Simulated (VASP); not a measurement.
Wanted: the native input for a VASP 6.6.1 run.

```yaml
Task: relaxation of cell and atoms
Functional: PBE
Potentials_or_basis: VASP PAW PBE potentials, release 64 (Cu)
Cutoff: 600 eV
k_mesh: 20 × 20 × 20
Occupations: methfessel-paxton, width 0.2 eV
Spin: no spin polarisation
Further_INCAR_settings: ALGO = Normal; EDIFF = 1e-06; IBRION = 2; EDIFFG = -0.005; NSW = 40; ISIF = 3
```

The structure of Cu lies in POSCAR:

```
Cu
1.0
    0.0000000000      1.8150000000      1.8150000000
    1.8150000000      0.0000000000      1.8150000000
    1.8150000000      1.8150000000      0.0000000000
Cu
1
Direct
    0.0000000000      0.0000000000      0.0000000000
```

The cell was built by a generator and needn't be a form met in nature.

These files were run (other wordings do the same):

INCAR

```
SYSTEM = Cu
  ALGO = Normal
  EDIFF = 1E-6
  EDIFFG = -0.005
  ENCUT = 600
  GGA = PE
  IBRION = 2
  ISIF = 3
  ISMEAR = 1
  KPAR = 8
  LASPH = .True.
  LCHARG = .False.
  LREAL = .False.
  LWAVE = .False.
  NELM = 60
  NSW = 40
  PREC = Accurate
  SIGMA = 0.2
```

KPOINTS

```
k-points
0
Gamma
  20 20 20
  0 0 0
```

Potentials or basis: VASP PAW PBE potentials, release 64 (Cu).

Run with:

```sh
$ cat potpaw_PBE.64/Cu/POTCAR > POTCAR
$ mpirun -np 8 vasp_std > vasp.out
```

It gave:

* Relaxed volume: 12.00 Å³/atom
* Relaxed cell: a = 2.570 Å, b = 2.570 Å, c = 2.570 Å, α = 60.00°, β = 60.00°, γ = 60.00°
* Space group after relaxing (to 0.05 Å): Fm-3m (No. 225)
* Energy gained by relaxing: 0.1 meV/atom
* Ionic steps: 3
* Pressure after relaxing: 0.0 GPa
* Band gap on the k mesh: none (metal or under the smearing width)

Wall time 9.7 s on 8 MPI ranks on Intel(R) Xeon(R) 6975P-C (Granite Rapids) (shared host), peak memory 0.17 GiB a rank.
